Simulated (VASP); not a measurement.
# MgO (P6_3/mmc) in VASP: dielectric tensor with PBE

Aim: the dielectric tensor of MgO with PBE.

Everything below comes from runs of VASP 6.6.1. Logs are shortened: lines on timing, memory, paths and dates and some standing lists are left out, and cuts for length are marked.

**1. The structure**

The structure is hexagonal, space group P6_3/mmc (No. 194). The conventional cell has a = 2.923 Å, b = 2.923 Å, c = 5.092 Å, α = 90.00°, β = 90.00°, γ = 120.00°. Around Mg (site symmetry -3m) lie 6 O at 2.11 Å. O (site symmetry -6m2) has 6 Mg at 2.11 Å as nearest neighbours.

The cell was built by a generator and needn't be a form met in nature.

**2. Dielectric tensor, PBE**

Contents of INCAR:

```
ALGO = Normal
EDIFF = 1E-8
ENCUT = 520
GGA = PE
ISIF = 2
ISMEAR = 0
LASPH = True
LCHARG = False
LEPSILON = True
LREAL = False
LWAVE = False
NELM = 100
PREC = Accurate
SIGMA = 0.01
```

Contents of KPOINTS:

```
k-points
0
Gamma
  9 9 4
```

Contents of POSCAR:

```
MgO
1.0
    2.9230552965      0.0000000000      0.0000000000
   -1.4615276483      2.5314401435      0.0000000000
    0.0000000000      0.0000000000      5.0921016501
Mg O
2 2
Direct
    0.0000000000      0.0000000000      0.0000000000
    0.0000000000      0.0000000000      0.5000000000
    0.3333333333      0.6666666667      0.2500000000
    0.6666666667      0.3333333333      0.7500000000
```

Potentials or basis: VASP PAW PBE potentials, release 64 (Mg, O).

Command:

```
cat potpaw_PBE.64/Mg/POTCAR potpaw_PBE.64/O/POTCAR > POTCAR
mpirun -np 1 vasp_std > vasp.out
```

OUTCAR:

```text
EDIFF = 1E-8
   ENCUT = 520
   GGA = PE
   ISIF = 2
   ISMEAR = 0
   LASPH = True
   LEPSILON = True
   LREAL = False
   NELM = 100
   PREC = Accurate

 ion  position               nearest neighbor table
   1  0.000  0.000  0.000-   3 2.11   4 2.11   4 2.11   3 2.11   4 2.11   3 2.11   2 2.55   2 2.55

   2  0.000  0.000  0.500-   3 2.11   4 2.11   4 2.11   3 2.11   4 2.11   3 2.11   1 2.55   1 2.55

   3  0.333  0.667  0.250-   1 2.11   2 2.11   1 2.11   2 2.11   1 2.11   2 2.11
   4  0.667  0.333  0.750-   1 2.11   2 2.11   1 2.11   2 2.11   1 2.11   2 2.11

  LATTYP: Found a hexagonal cell.
 ALAT       =     2.9230552965
 C/A-ratio  =     1.7420476637

  Lattice vectors:

 A1 = (   2.9230552965,   0.0000000000,   0.0000000000)
 A2 = (  -1.4615276483,   2.5314401435,   0.0000000000)
 A3 = (   0.0000000000,   0.0000000000,   5.0921016501)

Analysis of symmetry for initial positions (statically):
=====================================================================
 Subroutine PRICEL returns:
 Original cell was already a primitive cell.

 Routine SETGRP: Setting up the symmetry group for a
 hexagonal supercell.

 Subroutine GETGRP returns: Found 24 space group operations
 (whereof 12 operations were pure point group operations)
 out of a pool of 24 trial point group operations.

The static configuration has the point symmetry D_3d.
 The point group associated with its full space group is D_6h.

Analysis of symmetry for dynamics (positions and initial velocities):
=====================================================================
 Subroutine PRICEL returns:
 Original cell was already a primitive cell.

 Routine SETGRP: Setting up the symmetry group for a
 hexagonal supercell.

 Subroutine GETGRP returns: Found 24 space group operations
 (whereof 12 operations were pure point group operations)
 out of a pool of 24 trial point group operations.

The dynamic configuration has the point symmetry D_3d.
 The point group associated with its full space group is D_6h.

 Subroutine INISYM returns: Found 24 space group operations
 (whereof 12 operations are pure point group operations),
 and found     1 'primitive' translations

----------------------------------------------------------------------------------------

[... 531 lines left out ...]
 -----------------------------------------------------------------------------------
    total drift:                               -0.000000      0.000000     -0.000000

  FREE ENERGIE OF THE ION-ELECTRON SYSTEM (eV)
  ---------------------------------------------------
  free  energy   TOTEN  =       -23.2040975754 eV

  energy  without entropy=      -23.2040975754  energy(sigma->0) =      -23.20409758

 HEAD OF MICROSCOPIC STATIC DIELECTRIC TENSOR (INDEPENDENT PARTICLE, excluding Hartree and local field effects)
 ------------------------------------------------------
           3.163886    -0.000000     0.000000
          -0.000000     3.163886     0.000000
          -0.000000    -0.000000     3.271928
 ------------------------------------------------------

 Free energy of the ion-electron system (eV)
  ---------------------------------------------------
  ---------------------------------------------------
  free energy    TOTEN  =        -0.24163010 eV

  energy without entropy =       -0.24163010

------------------------ aborting loop because EDIFF is reached ----------------------------------------

--------------------------------------- Ionic step        2  -------------------------------------------

------------------------ aborting loop because EDIFF is reached ----------------------------------------

--------------------------------------- Ionic step        3  -------------------------------------------

 Free energy of the ion-electron system (eV)
  ---------------------------------------------------
  ---------------------------------------------------
  free energy    TOTEN  =        -0.25210325 eV

  energy without entropy =       -0.25210325

------------------------ aborting loop because EDIFF is reached ----------------------------------------

 PIEZOELECTRIC TENSOR FIELD DIRECTION 3  (e Angst)
 -----------------------------------------------------------------------------
     0.00015  0.00000  0.00000           (  0.00001 -0.00000  0.00000)
     0.00000  0.00015  0.00000           ( -0.00000  0.00001  0.00000)
     0.00000 -0.00000  0.00015           (  0.00000 -0.00000 -0.00001)

 PIEZOELECTRIC TENSOR FIELD DIRECTION 3  (C/m^2)
 -----------------------------------------------------------------------------
     0.00007  0.00000  0.00000
     0.00000  0.00007  0.00000
     0.00000 -0.00000  0.00006

 MACROSCOPIC STATIC DIELECTRIC TENSOR (including local field effects in DFT)
 ------------------------------------------------------
           3.106610    -0.000000     0.000000
          -0.000000     3.106610    -0.000000
           0.000000    -0.000000     3.185774
 ------------------------------------------------------

 PIEZOELECTRIC TENSOR (including local field effects)  for field in x, y, z        (e  Angst)
          XX          YY          ZZ          XY          YZ          ZX
  --------------------------------------------------------------------------------
  x     0.00000     0.00000     0.00000     0.00000     0.00000     0.00000
  y     0.00000     0.00000     0.00000     0.00000     0.00000     0.00000
  z     0.00000     0.00000     0.00000     0.00000     0.00000     0.00000

 PIEZOELECTRIC TENSOR (including local field effects)  for field in x, y, z        (C/m^2)
          XX          YY          ZZ          XY          YZ          ZX
  --------------------------------------------------------------------------------
  x     0.00000     0.00000     0.00000     0.00000     0.00000     0.00000
  y     0.00000     0.00000     0.00000     0.00000     0.00000     0.00000
  z     0.00000     0.00000     0.00000     0.00000     0.00000     0.00000

 BORN EFFECTIVE CHARGES (including local field effects) (in |e|, cummulative output)
 ---------------------------------------------------------------------------------
 ion    1
    1     1.95664    -0.00000     0.00000
    2    -0.00000     1.95664    -0.00000
    3    -0.00000     0.00000     1.98261
 ion    2
    1     1.95664    -0.00000    -0.00000
    2    -0.00000     1.95664     0.00000
    3     0.00000    -0.00000     1.98261
 ion    3
    1    -1.95664     0.00000    -0.00000
    2     0.00000    -1.95664     0.00000
    3     0.00000     0.00000    -1.98261
 ion    4
    1    -1.95664     0.00000    -0.00000
    2     0.00000    -1.95664     0.00000
    3     0.00000     0.00000    -1.98261
```

stdout:

```text
POSCAR found type information on POSCAR MgO
 POSCAR found :  2 types and       4 ions
 scaLAPACK will be used
 LDA part: xc-table for (Slater+PW92), standard interpolation
 POSCAR, INCAR and KPOINTS ok, starting setup
 FFT: planning ... GRIDC
 FFT: planning ... GRID_SOFT
 FFT: planning ... GRID
 WAVECAR not read
 entering main loop
 Linear response reoptimize wavefunctions to high precision
 Linear response G [H, r] |phi>, progress :
  Direction:   1
 Linear response G [H, r] |phi>, progress :
  Direction:   2
 Linear response G [H, r] |phi>, progress :
  Direction:   3
 Linear response to external field (no local field effect), progress :
  Direction:   1
 dielectric tensor                  component  1 :     2.878    -0.591    -0.111
 Linear response to external field (no local field effect), progress :
  Direction:   2
 dielectric tensor                  component  2 :    -0.591     3.450    -0.119
 Linear response to external field (no local field effect), progress :
  Direction:   3
 dielectric tensor                  component  3 :    -0.111    -0.119     3.272
 Linear response to external field, progress :
  Direction:   1
 dielectric tensor                  component  1 :     3.107    -0.279    -0.021
 Linear response to external field, progress :
  Direction:   2
 dielectric tensor                  component  2 :    -0.279     3.107    -0.106
 Linear response to external field, progress :
  Direction:   3
 dielectric tensor                  component  3 :    -0.111    -0.119     3.186
 Born effective charges drift removed
```

Wall time 1.8 min (1 thread of Intel Xeon Platinum 8488C (Sapphire Rapids), shared host); peak memory 0.24 GiB.

What came out:

```
Band gap on the k mesh                  : 4.45 eV, direct
Electronic dielectric tensor (diagonal) : 3.11, 3.11, 3.19
Born charges (mean of the diagonal)     : Mg +1.97; O -1.97 e
```

Levels at points of the mesh, in eV from the valence-band top:
| k point | band 4 | band 5 | band 6 | band 7 | band 8 | band 9 | band 10 | band 11 | band 12 |
| --- | --- | --- | --- | --- | --- | --- | --- | --- | --- |
| (0.00, 0.00, 0.00) | -0.52 | -0.52 | -0.51 | 0.00 | 0.00 | 4.45 | 8.13 | 11.75 | 12.98 |
| (0.00, 0.00, 0.50) | -3.10 | -0.27 | -0.27 | -0.27 | -0.27 | 6.90 | 6.90 | 11.94 | 11.94 |

Electronic dielectric tensor:
```
3.11 0.00 0.00
0.00 3.11 0.00
0.00 0.00 3.19
```

Born effective charge tensors (e):
atom 1, Mg
```
1.96 0.00 0.00
0.00 1.96 0.00
0.00 0.00 1.98
```
atom 2, Mg
```
1.96 0.00 0.00
0.00 1.96 0.00
0.00 0.00 1.98
```
atom 3, O
```
-1.96  0.00  0.00
 0.00 -1.96  0.00
 0.00  0.00 -1.98
```
atom 4, O
```
-1.96  0.00  0.00
 0.00 -1.96  0.00
 0.00  0.00 -1.98
```
